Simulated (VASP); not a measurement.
**VASP 6.6.1 run: CaO**

INCAR

```
ISIF = 3
LASPH = .TRUE.
ISYM = -1
ISMEAR = -1
NELM = 120
PREC = Accurate
NBANDS = 15
ENCUT = 600
SIGMA = 0.02
METAGGA = MS2
EDIFF = 1E-7
LWAVE = .FALSE.
EDIFFG = -5E-3
LREAL = .FALSE.
IBRION = 2
NSW = 40
LCHARG = .FALSE.
```

KPOINTS

```
KPOINTS created by Atomic Simulation Environment
0
Gamma
4 4 4
0 0 0
```

POSCAR

```
Ca O
 1.0000000000000000
     0.0000000000000000    2.6213224458742479    2.6213224458742479
     2.6213224458742479   -0.0000000000000000    2.6213224458742479
     2.6213224458742479    2.6213224458742479    0.0000000000000000
 Ca  O
   1   1
Cartesian
 -0.0000000000000000  0.0000000000000000  0.0000000000000000
  1.3106612229371239  1.3106612229371239  1.3106612229371239
```

The recommended PBE PAW datasets give the neutral cell 16 valence electrons.

Command

```
mpirun -np 1 vasp_std
```

Problem. How does this run end, and what does it give?

Solution. It converged. Results: relaxed cell vector lengths 3.712, 3.712, 3.712 Å; relaxed cell volume 36.17 Å³.

OSZICAR

```
N       E                     dE             d eps       ncg     rms          rms(c)
DAV:   1     0.118350314116E+03    0.11835E+03   -0.83820E+03  1920   0.111E+03
DAV:   2    -0.244133052911E+02   -0.14276E+03   -0.13175E+03  2319   0.290E+02
DAV:   3    -0.311264447817E+02   -0.67131E+01   -0.65833E+01  2674   0.649E+01
DAV:   4    -0.313619192312E+02   -0.23547E+00   -0.23516E+00  2065   0.111E+01
DAV:   5    -0.313671357170E+02   -0.52165E-02   -0.52160E-02  2415   0.148E+00    0.758E+00
DAV:   6    -0.196872468197E+02    0.11680E+02   -0.12474E+01  2641   0.339E+01    0.308E+00
DAV:   7    -0.199425858580E+02   -0.25534E+00   -0.13255E+00  2004   0.113E+01    0.262E+00
DAV:   8    -0.200264908241E+02   -0.83905E-01   -0.33422E-01  2844   0.502E+00    0.129E+00
DAV:   9    -0.200136678613E+02    0.12823E-01   -0.14155E-01  2263   0.312E+00    0.296E-01
DAV:  10    -0.200079040854E+02    0.57638E-02   -0.10800E-02  2109   0.114E+00    0.138E-01
...
DAV:   2    -0.200097355370E+02    0.19181E-03   -0.65729E-04  2187   0.221E-01    0.343E-02
DAV:   3    -0.200097110077E+02    0.24529E-04   -0.35941E-05  2384   0.788E-02    0.162E-02
DAV:   4    -0.200097032305E+02    0.77773E-05   -0.50787E-05  2844   0.760E-02    0.661E-03
DAV:   5    -0.200097049808E+02   -0.17504E-05   -0.19805E-06  3226   0.144E-02    0.253E-03
DAV:   6    -0.200097087508E+02   -0.37700E-05   -0.45437E-07  3125   0.539E-03    0.174E-03
DAV:   7    -0.200097118223E+02   -0.30715E-05   -0.46916E-08  2033   0.249E-03    0.658E-04
DAV:   8    -0.200097127746E+02   -0.95228E-06   -0.68102E-08  1044   0.194E-03    0.392E-04
DAV:   9    -0.200097131409E+02   -0.36634E-06   -0.34304E-08  1716   0.135E-03    0.135E-04
DAV:  10    -0.200097130848E+02    0.56082E-07   -0.14132E-08   960   0.904E-04
   3 F= -.20009713E+02 E0= -.20009713E+02  d E =-.150249E-03
```

```
ionic step  ΔE (meV/atom)  volume (Å³)  largest force (eV/Å)  pressure (GPa)  electronic steps
         1            0.0        36.02                 0.000            0.32                19
         2           -0.1        36.21                 0.000           -0.10                14
         3           -0.1        36.17                 0.000           -0.01                10
```

For comparison, a separate PBEsol relaxation on usual settings, not on those above, ends at 34.92 Å³.
